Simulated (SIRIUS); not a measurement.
# Ge (Cmcm) in SIRIUS: reference runs

How does Ge come out in PBEsol? The cell is run as given.

Everything below comes from runs of SIRIUS 7.12.0. Logs are shortened: lines on timing, memory, paths and dates and some standing lists are left out, and cuts for length are marked. The log counts tension as positive stress, the text compression.

## 1. The crystal as given

Symmetry: Cmcm, No. 63, orthorhombic system. The conventional cell has a = 2.976 Å, b = 5.189 Å, c = 4.728 Å, α = 90.00°, β = 90.00°, γ = 90.00°. Ge (site symmetry m2m) has 12 Ge at 2.92 to 2.99 Å as nearest neighbours.

This isn't the form of Ge at room conditions, which is diamond.

## 2. Single point, PBEsol

Input file sirius.json:

```json
{
  "control": {
    "processing_unit": "cpu",
    "verbosity": 2,
    "num_bands_to_print": 22,
    "print_forces": true,
    "print_stress": true
  },
  "parameters": {
    "electronic_structure_method": "pseudopotential",
    "xc_functionals": ["XC_GGA_X_PBE_SOL", "XC_GGA_C_PBE_SOL"],
    "gk_cutoff": 8.9,
    "pw_cutoff": 17.8,
    "ngridk": [10, 10, 6],
    "shiftk": [0, 0, 0],
    "smearing": "fermi_dirac",
    "smearing_width": 0.0018374661,
    "num_bands": 22,
    "num_mag_dims": 0,
    "num_dft_iter": 100,
    "energy_tol": 1e-08,
    "density_tol": 1e-06
  },
  "iterative_solver": {
    "type": "davidson",
    "min_tolerance": 1e-10
  },
  "mixer": {
    "type": "anderson",
    "beta": 0.7,
    "max_history": 8
  },
  "settings": {
    "tol_ne": 1e-10,
    "pseudo_grid_cutoff": 6.5
  },
  "unit_cell": {
    "lattice_vectors": [
      [2.812012487198, -4.903252741312, 0.0],
      [2.812012487198, 4.903252741312, 0.0],
      [0.0, 0.0, 8.933861271034]
    ],
    "atom_coordinate_units": "lattice",
    "atom_types": ["Ge"],
    "atom_files": {
      "Ge": "Ge.json"
    },
    "atoms": {
      "Ge": [
        [0.33344663, 0.66655337, 0.25],
        [0.66655337, 0.33344663, 0.75]
      ]
    }
  }
}
```

Potentials or basis: PseudoDojo 0.4.1 PBEsol standard (scalar relativistic).

Command:

```console
upf_to_json Ge.upf
OMP_NUM_THREADS=1 sirius.scf --input=sirius.json --output=out.json --task=0
```

What it wrote:

```text
[info] SIRIUS version : 7.12.0
[info] number of MPI ranks           : 1
[info] MPI grid                      : 1 1
[info] maximum number of OMP threads : 1
[fft] FFT context for density and potential
[fft] =====================================
[fft]   comm size                             : 1
[fft]   plane wave cutoff                     : 17.8
[fft]   grid size                             : 36 36 54   total : 69984
[fft]   grid limits                           : -17 18   -17 18   -26 27
[fft]   number of G-vectors within the cutoff : 11700
[fft]   local number of G-vectors             : 11700
[fft]   number of G-shells                    : 3238
[fft] FFT context for coarse grid
[fft] =====================================
[fft]   comm size                             : 1
[fft]   plane wave cutoff                     : 17.8
[fft]   grid size                             : 36 36 54   total : 69984
[fft]   grid limits                           : -17 18   -17 18   -26 27
[fft]   number of G-vectors within the cutoff : 11700
[fft]   local number of G-vectors             : 11700
[fft]   number of G-shells                    : 3238
[unit cell] lattice vectors
[unit cell]   a1 :       2.8120124872     -4.9032527413      0.0000000000
[unit cell]   a2 :       2.8120124872      4.9032527413      0.0000000000
[unit cell]   a3 :       0.0000000000      0.0000000000      8.9338612710
[unit cell] reciprocal lattice vectors
[unit cell]   b1 :       1.1172043751     -0.6407160347      0.0000000000
[unit cell]   b2 :       1.1172043751      0.6407160347     -0.0000000000
[unit cell]   b3 :      -0.0000000000      0.0000000000      0.7033000756
[unit cell] unit cell volume :       246.36030022 [a.u.^3]
[unit cell] 1/sqrt(omega)    :         0.06371103
[unit cell] MT volume        :         0.00000000 ( 0.00%)
[unit cell] IT volume        :       246.36030022 (100.00%)
[unit cell] number of atom types : 1
[unit cell] type id : 0 symbol : Ge mt_radius :  15.590000 num_atoms : 2
[unit cell] total number of atoms : 2
[unit cell] number of symmetry classes : 1
[unit cell] number of PAW atoms : 0
[unit cell] atom id  type id  class id             position                      vector_field
[unit cell] ------------------------------------------------------------------------------------------
[unit cell]      0        0        0      0.33345   0.66655   0.25000      0.00000   0.00000   0.00000
[unit cell]      1        0        0      0.66655   0.33345   0.75000      0.00000   0.00000   0.00000
[unit cell] atom id         position (Cartesian, a.u.)
[unit cell] ---------------------------------------------
[unit cell]      0       2.812012    1.633307    2.233465
[unit cell]      1       2.812012   -1.633307    6.700396
[unit cell] class id : 0 atom id : 0 1
[unit cell] minimum bond length:     5.526253
[unit cell] total number of pseudo wave-functions: 18
[sym] space group number   : 63
[sym] international symbol : Cmcm
[sym] Hall symbol          : -C 2c 2
[sym] space group transformation matrix :
[sym]   0.5000  0.5000  0.0000
[sym]  -0.5000  0.5000  0.0000
[sym]   0.0000  0.0000  1.0000
[sym] space group origin shift :
[sym]   0.0000 -0.0000  0.5000
[sym] number of space group operations  : 8
[sym] number of magnetic group operations : 8
[... 257 lines left out ...]
[find] Efermi                         :       0.46173360
[find] iteration : 8, RMS (target) : 7.1164e-07 (1.0000e-06) , energy difference (target) : -2.3572e-09 (1.0000e-08)
[find] bands are converged : true
[find] iterative solver converged : false
[find] converged after 9 SCF iterations!
[find] Charges and magnetic moments
[find] --------------------------------------------------------------------------------
[find] total charge          : 28.000000
[find] Energy
[find] --------------------------------------------------------------------------------
[find] valence_eval_sum               :      -6.72132599
[find] <rho|V^{XC}>                   :     -28.96535663
[find] <rho|E^{XC}>                   :     -43.18283757
[find] <mag|B^{XC}>                   :       0.00000000
[find] <rho|V^{H}>                    :      87.38154038
[find] one-electron contribution      :     -65.13750973 (Ha),    -130.27501946 (Ry)
[find] hartree contribution           :      43.69077019
[find] xc contribution                :     -43.18283757
[find] ewald contribution             :    -113.75432358
[find] PAW contribution               :       0.00000000
[find] smearing (-TS)                 :      -0.00031043
[find] SCF correction                 :       0.00000034
[find] Total energy                   :    -178.38390035 (Ha),    -356.76780069 (Ry)
[find] Free energy (E-TS)             :    -178.38421077 (Ha),    -356.76842155 (Ry)
[find] band gap (eV)                  :       0.00000000
[find] Efermi                         :       0.46173360
[ground_state] === stress tensor components [kbar] ===
[ground_state] === stress_kin ===
[ground_state] -106722.204458    0.000000    0.000000
[ground_state]     0.000000-106728.574767    0.000000
[ground_state]     0.000000    0.000000-106734.114983
[ground_state] === stress_har ===
[ground_state] -17103.898763    0.000000    0.000000
[ground_state]     0.000000-16954.939424    0.000000
[ground_state]     0.000000    0.000000-18117.858647
[ground_state] === stress_ewald ===
[ground_state] 45746.054851    0.000000    0.000000
[ground_state]     0.00000045996.494263    0.000000
[ground_state]     0.000000    0.00000044105.933967
[ground_state] === stress_vloc ===
[ground_state] -17299.394129   -0.000000    0.000000
[ground_state]    -0.000000-17695.568583    0.000000
[ground_state]     0.000000    0.000000-14641.232109
[ground_state] === stress_xc ===
[ground_state] -16662.667928   -0.000000    0.000000
[ground_state]    -0.000000-16662.594824    0.000000
[ground_state]     0.000000    0.000000-16663.499316
[ground_state] === stress_core ===
[ground_state] 28725.710082    0.000000    0.000000
[ground_state]     0.00000028725.752685    0.000000
[ground_state]     0.000000    0.00000028725.689979
[ground_state] === stress_nonloc ===
[ground_state] 83319.961888    0.000000    0.000000
[ground_state]     0.00000083320.809445    0.000000
[ground_state]     0.000000    0.00000083303.542465
[ground_state] === stress_us_nl ===
[ground_state] 83319.961888    0.000000    0.000000
[ground_state]     0.00000083320.809445    0.000000
[ground_state]     0.000000    0.00000083303.542465
[ground_state] === stress_total ===
[ground_state]     3.561542    0.000000    0.000000
[ground_state]     0.000000    1.378796    0.000000
[ground_state]     0.000000    0.000000  -21.538645
[ground_state] ==== total Forces in Ha/bohr =====
[ground_state] atom:    0, force:       0.0000000     -0.0000079      0.0000000
[ground_state] atom:    1, force:      -0.0000000      0.0000079     -0.0000000
[ground_state] ==== ultrasoft contribution from Qij =====
[ground_state] atom:    0, force:       0.0000000      0.0000000      0.0000000
[ground_state] atom:    1, force:       0.0000000      0.0000000      0.0000000
[ground_state] ==== non-local contribution from Beta-projector =====
[ground_state] atom:    0, force:       0.0000000      0.0013157      0.0000000
[ground_state] atom:    1, force:      -0.0000000     -0.0013157     -0.0000000
[ground_state] ==== contribution from local potential =====
[ground_state] atom:    0, force:       0.0000000      0.0142283      0.0000000
[ground_state] atom:    1, force:       0.0000000     -0.0142283      0.0000000
[ground_state] ==== contribution from core density =====
[ground_state] atom:    0, force:       0.0000000      0.0000054      0.0000000
[ground_state] atom:    1, force:      -0.0000000     -0.0000054      0.0000000
[ground_state] ==== Ewald forces from ions =====
[ground_state] atom:    0, force:       0.0000000     -0.0155580      0.0000000
[ground_state] atom:    1, force:      -0.0000000      0.0155580      0.0000000
[~DFT_ground_state] local op. applied: 55546
[~DFT_ground_state] evp. work count: 10285.8
[~DFT_ground_state] number of iterative solver steps: 2873
```

Wall time 58 s (1 thread of Intel Xeon 6975P-C (Granite Rapids), shared host); peak memory 0.7 GiB.

Results:

| Item | Value |
| --- | --- |
| Free energy | -4854.0817 eV |
| Pressure | 0.6 GPa |
| Band gap on the k mesh | none (metal or under the smearing width) |

Stress tensor (GPa, compression positive):
```
-0.36  0.00  0.00
 0.00 -0.14  0.00
 0.00  0.00  2.15
```
